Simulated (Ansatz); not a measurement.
A surface is cut from this relaxed crystal of WS₂:

```
CELL_PARAMETERS angstrom
3.18110 0.00000 0.00000
-1.59055 2.75491 0.00000
0.00000 0.00000 16.95074
ATOMIC_POSITIONS crystal
W 0.33333 0.66667 0.00000
S 0.66667 0.33333 0.90802
S 0.66667 0.33333 0.09198
```

Miller indices refer to the conventional cell of P-6m2 (No. 187), a = 3.181 Å, b = 3.181 Å, c = 16.951 Å, α = 90.00°, β = 90.00°, γ = 120.00°. The bulk's gap is 1.90 eV.

Consider the (001) slab of 5 planes, 30.8 Å thick with 15 Å of vacuum as cut; outer planes S (top) and S (bottom), all atoms relaxed.

Level of theory: Ansatz 0.2.0, DFT r2SCAN, scalar-relativistic, plane waves, PAW. Cutoff 500 eV; k points 9×9×1 on the computed 5-atom cell (Γ-centred); Gaussian smearing, width 0.05 eV; no spin polarisation. The cell repeats along c with a dipole correction in the vacuum.

The slab isn't stoichiometric (WS4), so its surface energy depends on the chemical potentials; it is given with the excess atoms taken from the element's standard state, a limit at which the compound may itself be unstable, so the figure can be too low. This cut of an insulator is polar or leaves open shells, so the slab is metallic here; real surfaces compensate by reconstruction or adsorbates.

Task: Estimate the surface energy with the excess atoms taken from the elements.

Result: 4.19 J/m².

Task: Estimate the gap of the slab on the mesh.

Result: None (metal or semimetal).

Task: Estimate the work function.

Result: 7.35 eV.

Task: The top two planes lie 13.833 Å apart in the bulk. How does relaxation change this?

Result: The spacing becomes 13.833 Å (0.0 %).

Spin-orbit coupling is left out, which matters for the bands of heavy elements. Each cell of WS2 holds layers, and where no dispersion correction was added their binding is poorly described.

The reference crystal is a form of WS2, which isn't its usual structure.